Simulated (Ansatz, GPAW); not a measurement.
**ZrS: 3 runs at one level of theory**

```
Zr S
1.0
     0.00000    2.62500    2.62500
     2.62500    0.00000    2.62500
     2.62500    2.62500    0.00000
Zr S
1 1
Direct
  0.00000 0.00000 0.00000
  0.50000 0.50000 0.50000
```

Alike in all runs: task single point; functional PBEsol; k mesh 9 × 9 × 9; occupations gaussian, width 0.05 eV; no spin polarisation; no spin-orbit coupling. Pressure is positive in compression and, in plane waves, holds the error of the finite cutoff, which Ansatz's Pulay term estimates and takes out.

```csv
program and potentials,plane-wave cutoff (eV),notes,pressure (GPa)
"Ansatz, Ansatz PAW",420,"potentials made for PBE, which Ansatz adapts in part; Pulay term of +0.02 GPa included",-6.52
"Ansatz, all-electron LAPW, scalar-relativistic",-,-,-6.48
"GPAW, PAW data sets generated for this functional",600,-,-7.05
```

The pressure spans -7.05 (GPAW, PAW data sets generated for this functional) to -6.48 GPa (Ansatz, all-electron LAPW, scalar-relativistic), with all-electron results at -6.48.

The functional is the same throughout but for its coding, so the spread measures potentials, basis and numerics; runs on potential files found faulty are left out.
